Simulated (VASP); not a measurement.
A run of VASP 6.6.1 is set up as follows.

POSCAR

```
CdS                                     
1.0
    4.1314642995     -0.0000000000      0.0000000000
   -2.0657321498      3.5779530424     -0.0000000000
   -0.0000000000      0.0000000000      6.7246185130
  Cd              S             
     2     2
Direct
     0.3333333300000021    0.6666666699999979    0.9993193371701267
     0.6666666699999979    0.3333333300000021    0.4993193371701266
     0.3333333300000021    0.6666666699999979    0.3756806628298734
     0.6666666699999979    0.3333333300000021    0.8756806628298733
```

INCAR.step1

```
ALGO = Normal
EDIFF = 1E-5
ENCUT = 520
GGA = PE
ISIF = 2
ISMEAR = 0
KPAR = 4
LASPH = True
LCHARG = False
LREAL = False
LWAVE = True
NBANDS = 26
NELM = 80
PREC = Accurate
SIGMA = 0.03
```

INCAR.step2

```
ALGO = Normal
EDIFF = 1E-7
ENCUT = 520
GGA = PE
HFSCREEN = 0.2
ISIF = 2
ISMEAR = 0
ISTART = 1
KPAR = 4
LASPH = True
LCHARG = False
LHFCALC = True
LREAL = False
LWAVE = False
NBANDS = 26
NELM = 80
PREC = Accurate
PRECFOCK = Fast
SIGMA = 0.03
```

File KPOINTS:

```
k-points
0
Gamma
  6 6 3
```

File KPOINTS_OPT:

```
explicit points
6
Reciprocal
 0.0000000000  0.0000000000  0.0000000000 1
 0.0000000000  0.0000000000  0.5000000000 1
 0.3333333333  0.3333333333  0.5000000000 1
 0.3333333333  0.3333333333  0.0000000000 1
 0.5000000000  0.0000000000  0.5000000000 1
 0.5000000000  0.0000000000  0.0000000000 1
```

Potentials or basis: VASP PAW PBE potentials, release 64 (Cd, S).

The run is started by

```sh
$ cat potpaw_PBE.64/Cd/POTCAR potpaw_PBE.64/S/POTCAR > POTCAR
$ cp INCAR.step1 INCAR
$ mpirun -np 4 vasp_std > vasp.out
$ cp INCAR.step2 INCAR
$ mpirun -np 4 vasp_std > vasp.out
```

(1) What does it give for the band gap on the k mesh?

(2) What does it give for the largest force?

(3) What does it give for the band gap along the path?

(4) Predict the pressure.

## Answers

(1) 2.27 eV, direct.

(2) 0.005 eV/Å.

(3) 2.27 eV, direct.

(4) 1.9 GPa.

Caveat: the PAW data sets were made with another functional, which shifts forces and pressure a little.

**The experiment to reproduce.**

“Isotope dependence of band-gap energy”, 2008, arxiv:0807.2152 quotes, for a bulk crystal of CdS: band gap 2.5809 ± 0.0002 eV.

Measured gap of CdS: 2.5809 eV (quoted in “Isotope dependence of band-gap energy”, 2008, arxiv:0807.2152). This calculation gives 2.27 eV (-0.31 eV). Spin-orbit coupling on Cd is left out. The value is that of HSE06, without temperature or zero-point motion.
